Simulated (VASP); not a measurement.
# Y (P6_3/mmc) in VASP: further runs

Runs on Y. Level: PBEsol. Tasks: single point.

Program: VASP 6.6.1. These are calculated values, not measurements. Logs are shortened: lines on timing, memory, paths and dates and some standing lists are left out, and cuts for length are marked.

## 1. Starting point

The structure is hexagonal, space group P6_3/mmc (No. 194). The conventional cell has a = 3.647 Å, b = 3.647 Å, c = 5.731 Å, α = 90.00°, β = 90.00°, γ = 120.00°. Around Y (site symmetry -6m2) lie 12 Y at 3.56 to 3.65 Å.

## 2. Single point, PBEsol

File INCAR:

```
SYSTEM = Y
PREC     = Accurate       ! precision mode
ENCUT    = 400            ! plane-wave cutoff, eV
EDIFF    = 1E-6           ! SCF threshold, eV
ISMEAR   = -1             ! smearing method
SIGMA    = 0.15           ! smearing width, eV
LREAL    = .FALSE.        ! projectors in reciprocal space
LASPH    = .TRUE.         ! aspherical terms in the spheres
NELM     = 100            ! most SCF steps
ALGO     = Normal         ! electronic algorithm
ISIF     = 2              ! what is computed and relaxed
LWAVE    = .FALSE.        ! write WAVECAR
LCHARG   = .FALSE.        ! write CHGCAR
GGA      = PS             ! functional
NBANDS   = 18             ! bands
ADDGRID  = .FALSE.
```

File KPOINTS:

```
Automatic mesh
0
G
  18 18 10
  0 0 0
```

File POSCAR:

```
Y
1.0
    3.6474000000      0.0000000000      0.0000000000
   -1.8237000000      3.1587410578      0.0000000000
    0.0000000000      0.0000000000      5.7306000000
Y
2
Direct
    0.6666666667      0.3333333333      0.7500000000
    0.3333333333      0.6666666667      0.2500000000
```

Potentials or basis: VASP PAW PBE potentials, release 64 (Y_sv).

Run with:

```bash
$ cat potpaw_PBE.64/Y_sv/POTCAR > POTCAR
$ mpirun -np 1 vasp_std > vasp.out
```

OUTCAR:

```text
SYSTEM = Y
   PREC = Accurate
   ENCUT = 400
   EDIFF = 1E-6
   ISMEAR = -1
   LREAL = .FALSE.
   LASPH = .TRUE.
   NELM = 100
   ISIF = 2
   GGA = PS

 Found    222 irreducible k-points:

 Following reciprocal coordinates:
            Coordinates               Weight
  0.000000  0.000000  0.000000      1.000000
  0.055556 -0.000000  0.000000      6.000000
  0.111111 -0.000000  0.000000      6.000000
  0.166667  0.000000  0.000000      6.000000
  0.222222 -0.000000  0.000000      6.000000
  0.277778  0.000000  0.000000      6.000000
   k-points           NKPTS =    222   k-points in BZ     NKDIM =    222   number of bands    NBANDS=     18
   number of dos      NEDOS =    301   number of ions     NIONS =      2
   total plane-waves  NPLWV =  23040
   dimension x,y,z NGX =    24 NGY =   24 NGZ =   40
   dimension x,y,z NGXF=    48 NGYF=   48 NGZF=   80
   ions per type =               2
   NGX,Y,Z   is equivalent  to a cutoff of  10.94, 10.94, 11.60 a.u.
   NGXF,Y,Z  is equivalent  to a cutoff of  21.88, 21.88, 23.21 a.u.
 SYSTEM =  Y
   PREC   = accura    normal or accurate (medium, high low for compatibility)
   ISTART =      0    job   : 0-new  1-cont  2-samecut
   ICHARG =      2    charge: 1-file 2-atom 10-const
   ISPIN  =      1    spin polarized calculation?
   LNONCOLLINEAR =      F non collinear calculations
   LSORBIT =      F    spin-orbit coupling
   LASPH  =      T    aspherical Exc in radial PAW
   ENCUT  =  400.0 eV  29.40 Ry    5.42 a.u.   5.95  5.95  9.35*2*pi/ulx,y,z
   NELM   =    100;   NELMIN=  2; NELMDL= -5     # of ELM steps
   EDIFF  = 0.1E-05   stopping-criterion for ELM
   LREAL  =      F    real-space projection
   EDIFFG = 0.1E-04   stopping-criterion for IOM
   NSW    =      0    number of steps for IOM
   IBRION =     -1    ionic relax: 0-MD 1-quasi-New 2-CG
   NFREE  =      0    steps in history (QN), initial steepest desc. (CG)
   ISIF   =      2    stress and relaxation
   ISYM   =      2    0-nonsym 1-usesym 2-fastsym
   POTIM  = 0.5000    time-step for ionic-motion
   TEBEG  =    0.0;   TEEND  =   0.0 temperature during run
   PSTRESS=    0.0 pullay stress
   NELECT =      22.0000    total number of electrons
   NUPDOWN=      -1.0000    fix difference up-down
   EMIN   =  10.00;   EMAX   =-10.00  energy-range for DOS
   EFERMI =   0.00;   METHOD = LEGACY
   ISMEAR =    -1;   SIGMA  =   0.15  broadening in eV -4-tet -1-fermi 0-gaus
   EFERMI_NEDOS =   21; number of points for ismear=-14 and -15
   IALGO  =     38    algorithm
   IMIX   =      4    mixing-type and parameters
     AMIX     =   0.40;   BMIX     =  1.00
     AMIX_MAG =   1.60;   BMIX_MAG =  1.00
  volume/ion in A,a.u.               =      33.01       222.77
  Fermi-wavevector in a.u.,A,eV,Ry     =   1.134967  2.144777 17.526345  1.288150
  Thomas-Fermi vector in A             =   2.271671
   LORBIT       =      0    0 simple, 1 ext, 2 COOP (PROOUT), +10 PAW based schemes
   GGA     = PS    functional components
   LHFCALC =     F    Hartree Fock is set to
   AEXX    =    0.0000 exact exchange contribution
   IVDW    =     0    specifies the selected vdW correction
   LEPSILON=     F    determine dielectric tensor
   LRPA    =     F    only Hartree local field effects (RPA)
 non-spin polarized calculation
  energy-cutoff  :      400.00
  volume of cell :       66.02
 maximum number of plane-waves:      1236
 NGX is ok and might be reduce to    24
   NGX = 11   NGY = 11   NGZ = 19

 number of electron      22.0000001 magnetization

 Free energy of the ion-electron system (eV)
  ---------------------------------------------------
  ext. energy  EPLUGINS =         0.00000000
  ---------------------------------------------------
  free energy    TOTEN  =       -13.74917744 eV

  energy without entropy =      -13.49594772  energy(sigma->0) =      -13.62256258

 E-fermi :   2.8625     XC(G=0):  -9.5132

 val. band max:        2.8567210452   @ k =   0.4444  -0.0000   0.3000
 cond. band min:       2.8690808276   @ k =   0.3889   0.2222   0.4000
 fundamental gap:      0.0123597824
 Fermi energy:         2.8624706291

 k-point     1 :       0.0000    0.0000    0.0000
  band No.  band energies     occupation
      1     -39.7423      2.00000
      2     -39.6702      2.00000
      3     -20.0391      2.00000
      4     -19.5609      2.00000
      5     -19.5609      2.00000
      6     -19.4725      2.00000
[... 10 lines left out ...]
     17       5.6339      0.00000
     18       5.6339      0.00000

 k-point     2 :       0.0556   -0.0000    0.0000
  band No.  band energies     occupation
      1     -39.7408      2.00000
      2     -39.6696      2.00000
      3     -20.0336      2.00000
      4     -19.5721      2.00000
      5     -19.5647      2.00000
      6     -19.4844      2.00000
[... 10 lines left out ...]
     17       5.5392      0.00000
     18       5.5690      0.00000

 k-point     3 :       0.1111   -0.0000    0.0000
  band No.  band energies     occupation
      1     -39.7364      2.00000
      2     -39.6681      2.00000
      3     -20.0176      2.00000
      4     -19.6044      2.00000
      5     -19.5756      2.00000
      6     -19.5182      2.00000
[... 10 lines left out ...]
     17       5.4013      0.00000
     18       5.4295      0.00000

 k-point     4 :       0.1667    0.0000    0.0000
  band No.  band energies     occupation
      1     -39.7294      2.00000
      2     -39.6658      2.00000
      3     -19.9918      2.00000
      4     -19.6541      2.00000
      5     -19.5918      2.00000
      6     -19.5689      2.00000
[... 10 lines left out ...]
     17       5.5372      0.00000
     18       5.7069      0.00000

 k-point     5 :       0.2222   -0.0000    0.0000
  band No.  band energies     occupation
      1     -39.7206      2.00000
      2     -39.6633      2.00000
      3     -19.9581      2.00000
      4     -19.7152      2.00000
      5     -19.6294      2.00000
      6     -19.6112      2.00000
[... 10 lines left out ...]
     17       5.8543      0.00000
     18       6.0790      0.00000

 k-point     6 :       0.2778    0.0000    0.0000
  band No.  band energies     occupation
      1     -39.7108      2.00000
      2     -39.6610      2.00000
      3     -19.9185      2.00000
      4     -19.7805      2.00000
      5     -19.6919      2.00000
      6     -19.6312      2.00000
[... 10 lines left out ...]
     17       6.2366      0.00000
     18       6.5255      0.00000

 [... further k-points ...]

------------------------ aborting loop because EDIFF is reached ----------------------------------------

  FORCE on cell =-STRESS in cart. coord.  units (eV):
  Direction    XX          YY          ZZ          XY          YZ          ZX
  --------------------------------------------------------------------------------------
  -------------------------------------------------------------------------------------
  Total       -0.7965927     -0.7965927     -0.8536694      0.0000000      0.0000000      0.0000000
  in kB      -19.3307815    -19.3307815    -20.7158515      0.0000000      0.0000000      0.0000000
  external PRESSURE =     -19.7924715 kB  Pullay stress =       0.0000000 kB

 VOLUME and BASIS-vectors are now :
 -----------------------------------------------------------------------------
  energy-cutoff  :      400.00
  volume of cell :       66.02
      direct lattice vectors                 reciprocal lattice vectors
     3.647400000  0.000000000  0.000000000     0.274167900  0.158290911  0.000000000
    -1.823700000  3.158741058  0.000000000     0.000000000  0.316581822  0.000000000
     0.000000000  0.000000000  5.730600000     0.000000000  0.000000000  0.174501797

 POSITION                                       TOTAL-FORCE (eV/Angst)
 -----------------------------------------------------------------------------------
      1.82370      1.05291      4.29795        -0.000000      0.000000      0.000000
     -0.00000      2.10583      1.43265         0.000000     -0.000000      0.000000
 -----------------------------------------------------------------------------------
    total drift:                               -0.000000      0.000000     -0.000000

  FREE ENERGIE OF THE ION-ELECTRON SYSTEM (eV)
  ---------------------------------------------------
  free  energy   TOTEN  =       -13.7491774389 eV

  energy  without entropy=      -13.4959477164  energy(sigma->0) =      -13.62256258
```

It took 73 s on 1 thread of AMD EPYC 9R45 (Zen 5), shared host; peak memory 0.26 GiB.

The run converged, but some of its settings lie outside the range that counts as converged, so its numbers aren't taken as properties of the crystal.

What came out:

```yaml
Free_energy: -13.7492 eV
Pressure: -2.0 GPa
Band_gap_on_the_k_mesh: none (metal or under the smearing width)
```

Caveat: the PAW data sets were made with another functional, which shifts forces and pressure a little.

## 3. Single point, PBEsol

Edit INCAR of step 2 so:

```diff
@@ -2,3 +2,3 @@
 PREC     = Accurate       ! precision mode
-ENCUT    = 400            ! plane-wave cutoff, eV
+ENCUT    = 550            ! plane-wave cutoff, eV
 EDIFF    = 1E-6           ! SCF threshold, eV
```

File KPOINTS:

```
Automatic mesh
0
G
  15 15 9
  0 0 0
```

POSCAR is that of step 2.

Potentials or basis: VASP PAW PBE potentials, release 64 (Y_sv).

Run with:

```bash
$ cat potpaw_PBE.64/Y_sv/POTCAR > POTCAR
$ mpirun -np 1 vasp_std > vasp.out
```

OUTCAR:

```text
SYSTEM = Y
   PREC = Accurate
   ENCUT = 550
   EDIFF = 1E-6
   ISMEAR = -1
   LREAL = .FALSE.
   LASPH = .TRUE.
   NELM = 100
   ISIF = 2
   GGA = PS

 Found    135 irreducible k-points:

 Following reciprocal coordinates:
            Coordinates               Weight
  0.000000  0.000000  0.000000      1.000000
  0.066667  0.000000  0.000000      6.000000
  0.133333  0.000000  0.000000      6.000000
  0.200000  0.000000  0.000000      6.000000
  0.266667  0.000000  0.000000      6.000000
[... 203 lines left out ...]
------------------------ aborting loop because EDIFF is reached ----------------------------------------

  FORCE on cell =-STRESS in cart. coord.  units (eV):
  Direction    XX          YY          ZZ          XY          YZ          ZX
  --------------------------------------------------------------------------------------
  -------------------------------------------------------------------------------------
  Total       -0.7891503     -0.7891503     -0.8449583      0.0000000      0.0000000      0.0000000
  in kB      -19.1501772    -19.1501772    -20.5044608      0.0000000      0.0000000      0.0000000
  external PRESSURE =     -19.6016051 kB  Pullay stress =       0.0000000 kB

 VOLUME and BASIS-vectors are now :
 -----------------------------------------------------------------------------
  energy-cutoff  :      550.00
  volume of cell :       66.02
      direct lattice vectors                 reciprocal lattice vectors
     3.647400000  0.000000000  0.000000000     0.274167900  0.158290911  0.000000000
    -1.823700000  3.158741058  0.000000000     0.000000000  0.316581822  0.000000000
     0.000000000  0.000000000  5.730600000     0.000000000  0.000000000  0.174501797

 POSITION                                       TOTAL-FORCE (eV/Angst)
 -----------------------------------------------------------------------------------
      1.82370      1.05291      4.29795         0.000000     -0.000000      0.000000
     -0.00000      2.10583      1.43265        -0.000000      0.000000      0.000000
 -----------------------------------------------------------------------------------
    total drift:                               -0.000000      0.000000     -0.000000

  FREE ENERGIE OF THE ION-ELECTRON SYSTEM (eV)
  ---------------------------------------------------
  free  energy   TOTEN  =       -13.7497803388 eV

  energy  without entropy=      -13.4964977941  energy(sigma->0) =      -13.62313907
```

stdout:

```text
POSCAR found type information on POSCAR Y
 POSCAR found :  1 types and       2 ions
 scaLAPACK will be used
 -----------------------------------------------------------------------------
|                                                                             |
|                                                                             |
|     You enforced a specific xc type in the INCAR file but a different       |
|     I HOPE YOU KNOW WHAT YOU ARE DOING!                                     |
|                                                                             |
 -----------------------------------------------------------------------------

 LDA part: xc-table for (Slater+PW92), standard interpolation
 POSCAR, INCAR and KPOINTS ok, starting setup
 FFT: planning ... GRIDC
 FFT: planning ... GRID_SOFT
 FFT: planning ... GRID
 WAVECAR not read
 entering main loop
```

Run time: 71 s. Hardware: 1 thread of AMD EPYC 9R45 (Zen 5), shared host; peak memory 0.28 GiB.

The run converged, but some of its settings lie outside the range that counts as converged, so its numbers aren't taken as properties of the crystal.

What came out:

```
Free energy            : -13.7498 eV
Pressure               : -2.0 GPa
Band gap on the k mesh : none (metal or under the smearing width)
```

Caveat: the PAW data sets were made with another functional, which shifts forces and pressure a little.

## 4. Single point, PBEsol

Edit INCAR of step 3 so:

```diff
@@ -2,3 +2,3 @@
 PREC     = Accurate       ! precision mode
-ENCUT    = 550            ! plane-wave cutoff, eV
+ENCUT    = 450            ! plane-wave cutoff, eV
 EDIFF    = 1E-6           ! SCF threshold, eV
```

File KPOINTS:

```
Automatic mesh
0
G
  18 18 10
  0 0 0
```

POSCAR is that of step 3.

Run with:

```bash
$ cat potpaw_PBE.64/Y_sv/POTCAR > POTCAR
$ mpirun -np 1 vasp_std > vasp.out
```

Wall time 93 s (1 thread of AMD EPYC 9R45 (Zen 5), shared host); peak memory 0.31 GiB.

The run converged, but some of its settings lie outside the range that counts as converged, so its numbers aren't taken as properties of the crystal.

What came out:

```yaml
Free_energy: -13.7494 eV
Pressure: -2.0 GPa
Band_gap_on_the_k_mesh: none (metal or under the smearing width)
```

Caveat: the PAW data sets were made with another functional, which shifts forces and pressure a little.

## 5. Single point, PBEsol

Edit INCAR of step 4 so:

```diff
@@ -5,3 +5,3 @@
 ISMEAR   = -1             ! smearing method
-SIGMA    = 0.15           ! smearing width, eV
+SIGMA    = 0.4            ! smearing width, eV
 LREAL    = .FALSE.        ! projectors in reciprocal space
```

KPOINTS is that of step 4.

POSCAR is that of step 4.

Run with:

```bash
$ cat potpaw_PBE.64/Y_sv/POTCAR > POTCAR
$ mpirun -np 1 vasp_std > vasp.out
```

Wall time 95 s (1 thread of AMD EPYC 9R45 (Zen 5), shared host); peak memory 0.31 GiB.

The run converged, but some of its settings lie outside the range that counts as converged, so its numbers aren't taken as properties of the crystal.

Results:

- Free energy: -14.4354 eV
- Pressure: -0.8 GPa
- Band gap on the k mesh: none (metal or under the smearing width)

Caveat: the PAW data sets were made with another functional, which shifts forces and pressure a little.

(Continued in part 2 of 2.)
